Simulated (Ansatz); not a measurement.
# How Rh stores the work of compression

Theory: DFT PBEsol, scalar-relativistic, plane waves, PAW in Ansatz 0.2.0. Run with 420 eV cutoff, 18×18×6 k-mesh, Gaussian smearing of 0.10 eV, no spin polarisation.

Reference structure (relaxed):

```xyz
4
Lattice="2.6754 0.0000 0.0000 -1.3377 2.3170 0.0000 0.0000 0.0000 8.7271" Properties=species:S:1:pos:R:3 pbc="T T T"
Rh    0.0000    0.0000    0.0000
Rh    0.0000    1.5447    2.1818
Rh    0.0000    0.0000    4.3636
Rh    1.3377    0.7723    6.5454
```

Cell and atoms were relaxed at each target pressure within the start's symmetry (P6_3/mmc), at zero temperature; other phases can be more stable under pressure. H = E + PV with P the target; E is the free energy at the smearing used, whose derivative the pressure is, per atom and counted from zero pressure.

```tsv
P (GPa)	V (Å³/atom)	E − E0 (meV)	H − H0 (meV)
0	13.525	0.0	0.0
3	13.391	1.2	252.0
8	13.185	8.3	666.6
15	12.925	26.8	1236.9
30	12.453	92.4	2424.1
60	11.732	291.2	4684.7
```

Problem. Thermodynamics gives dH/dP = V along a relaxed path. Integrate V over P by the trapezoid rule and compare with the computed enthalpies.

Solution. With 1 eV/Å³ = 160.22 GPa, each step adds the mean volume times ΔP / 160.22:
```tsv
P (GPa)	∫V dP (meV)	H − H0 (meV)	difference (meV)
3	252.0	252.0	0.0
8	666.7	666.6	0.1
15	1237.1	1236.9	0.2
30	2425.1	2424.1	1.0
60	4689.3	4684.7	4.7
```

V(P) curves upward, so the trapezoid rule runs high; integrating a smooth curve through the same points (P as a polynomial of degree 4 in ln V) puts that excess at about 4.6 meV at 60 GPa, against the 4.7 meV found.

Problem. At 60 GPa, how much of the enthalpy change is stored energy and how much is the PV term?

Solution. E rises by 291 meV/atom and PV is 60 × 11.732 / 160.22 = 4394 meV/atom, so PV makes 94 % of ΔH. So between rival structures at high pressure a small difference in volume can outweigh the difference in energy: 1 % of this volume is worth 43.9 meV/atom at this pressure.

Problem. What bulk modulus do the lowest pressures give?

Solution. From the pressures that the runs reached, -3.00 GPa (13.668 Å³) and 3.00 GPa (13.391 Å³), B = −ΔP/Δln V = 6.00 / 0.0204 = 294 GPa, a mean over that range.

This form isn't the element's structure at ambient conditions.

The stored energy stays a small part of the enthalpy change, but its share grows at every pressure step. At the zero-pressure minimum the energy has no slope in volume, so the cost of squeezing starts at second order in the compression, while the PV term is first order in pressure from the outset. Only the rise in E, 291 meV/atom at 60 GPa, is work held in the metal; PV belongs to the enthalpy's bookkeeping at fixed pressure.

The stiffness behind this fits a 4d metal near the middle of its series, where strong d–d bonding holds the atoms at a short spacing against the repulsion of overlapping cores and the kinetic energy of the confined valence electrons. That repulsion steepens as the atoms approach, which is why each further gigapascal removes less volume. The close match between integrated and computed enthalpies shows that energies and pressures are mutually consistent, but it can't reveal an error of the functional that both share.
